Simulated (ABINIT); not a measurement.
InP, 2 atoms in the cell. It takes space group F-43m (No. 216, cubic). The conventional cell has a = 5.861 Å, b = 5.861 Å, c = 5.861 Å, α = 90.00°, β = 90.00°, γ = 90.00°. Around In (site symmetry -43m) lie 4 P at 2.54 Å. Around P (site symmetry -43m) lie 4 In at 2.54 Å. 

| Item | Value |
| --- | --- |
| Program | ABINIT 10.8.3 (patched build) |
| Task | optical spectrum by the Bethe-Salpeter equation |
| Functional | PBE |
| Potentials or basis | SG15 NC PBE v1.2 |
| Cutoff | 844 eV |
| k mesh | 5 × 5 × 5, shifted |
| Occupations | fixed |
| Spin | no spin polarisation |
| Scissor shift (eV) | 0.8 |
| Dielectric constant of the model screening | 11.47 |
| Valence bands | 3 |
| Conduction bands | 3 |
| Cutoff of the screening (Ha) | 3 |
| Broadening (eV) | 0.3 |
| Solver | direct diagonalisation |
| Screened term | model dielectric function, full W |

Potentials or basis: SG15 NC PBE v1.2.

Launch:

```bash
$ abinit run.abi > log 2>&1
```

Hardware: 1 thread of Arm Neoverse V2 (shared host).

Task: Estimate the wall time of this run.

Result: Wall time 3.2 min on 1 thread of Arm Neoverse V2, on a shared host, peak memory 0.91 GiB. Counts: scf iterations 15, mpi ranks 1, k points 10, bands 9, plane waves 2818.
